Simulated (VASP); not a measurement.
Write the native input for VASP 6.6.1 that does the following.

```
Task                   : band structure
Functional             : PBEsol
Potentials or basis    : VASP PAW PBE potentials, release 64 (Sb, Mg)
Cutoff                 : 520 eV
k mesh                 : 7 × 7 × 4
Occupations            : fermi-dirac, width 0.05 eV
Spin                   : no spin polarisation
Further INCAR settings : ALGO = Fast; EDIFF = 1e-07
```

The structure of Mg3Sb2 lies in POSCAR:

```
Mg3Sb2
1.0
    4.5820000000      0.0000000000      0.0000000000
   -2.2910000000      3.9681284001      0.0000000000
    0.0000000000      0.0000000000      7.2440000000
Sb Mg
2 3
Direct
    0.6666666667      0.3333333333      0.7650000000
    0.3333333333      0.6666666667      0.2350000000
    0.0000000000      0.0000000000      0.0000000000
    0.6666666667      0.3333333333      0.3700000000
    0.3333333333      0.6666666667      0.6300000000
```

The input as run:

INCAR

```
SYSTEM = Mg3Sb2
PREC = Accurate
ENCUT = 520
EDIFF = 1E-7
ISMEAR = -1
SIGMA = 0.05
LREAL = .False.
LASPH = .True.
NELM = 80
ALGO = Fast
ISIF = 2
LWAVE = .False.
LCHARG = .False.
GGA = PS
```

KPOINTS

```
Automatic mesh
0
Gamma
  7 7 4
  0 0 0
```

KPOINTS_OPT

```
path GMKGALHA,LM,KH
20
line-mode
reciprocal
 0.0000000000  0.0000000000  0.0000000000  G
 0.5000000000  0.0000000000  0.0000000000  M

 0.5000000000  0.0000000000  0.0000000000  M
 0.3333333333  0.3333333333  0.0000000000  K

 0.3333333333  0.3333333333  0.0000000000  K
 0.0000000000  0.0000000000  0.0000000000  G

 0.0000000000  0.0000000000  0.0000000000  G
 0.0000000000  0.0000000000  0.5000000000  A

 0.0000000000  0.0000000000  0.5000000000  A
 0.5000000000  0.0000000000  0.5000000000  L

 0.5000000000  0.0000000000  0.5000000000  L
 0.3333333333  0.3333333333  0.5000000000  H

 0.3333333333  0.3333333333  0.5000000000  H
 0.0000000000  0.0000000000  0.5000000000  A

 0.5000000000  0.0000000000  0.5000000000  L
 0.5000000000  0.0000000000  0.0000000000  M

 0.3333333333  0.3333333333  0.0000000000  K
 0.3333333333  0.3333333333  0.5000000000  H
```

Potentials or basis: VASP PAW PBE potentials, release 64 (Sb, Mg).

Run with:

```bash
$ cat potpaw_PBE.64/Sb/POTCAR potpaw_PBE.64/Mg/POTCAR > POTCAR
$ mpirun -np 1 vasp_std > vasp.out
```

Results of the run:

The pressure is -0.4 GPa, the largest force is 0.476 eV/Å and the band gap on the k mesh is 0.35 eV, indirect (least direct gap 1.12 eV). The band gap along the path is 0.25 eV, indirect (least direct gap 1.12 eV).

Caveat: the PAW data sets were made with another functional, which shifts forces and pressure a little; spin-orbit coupling is left out, which moves the levels of the heavy elements; the mesh misses the band edges, which the band path finds closer together.

Wall time 3 min on 1 thread of AMD EPYC 7R13 Processor (Zen 3), with other jobs on the host, peak memory 0.26 GiB.
